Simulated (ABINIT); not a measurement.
Al:

```
Al
1.0
     0.00000    2.02481    2.02481
     2.02481    0.00000    2.02481
     2.02481    2.02481    0.00000
Al
1
Cartesian
  0.0000 0.0000 0.0000
```

Base run:

| Property | Result |
| --- | --- |
| Program | ABINIT 10.8.3 (patched build) |
| Functional | HCTH407 |
| Potentials or basis | JTH PAW PBE v2.0 |
| Cutoff | 544 eV |
| k mesh | 11 × 11 × 11 |
| Occupations | fermi-dirac, width 0.05 eV |
| Spin | no spin polarisation |

Its results: band gap on the k mesh none (metal or under the smearing width); pressure -10.7 GPa.

Q: The run is repeated on the same cell with these changes: functional from HCTH407 to PW91. What comes out?

A: Band gap on the k mesh none (metal or under the smearing width); pressure -0.1 GPa.

Caveats: the PAW data sets were made with another functional, which shifts forces and pressure a little.
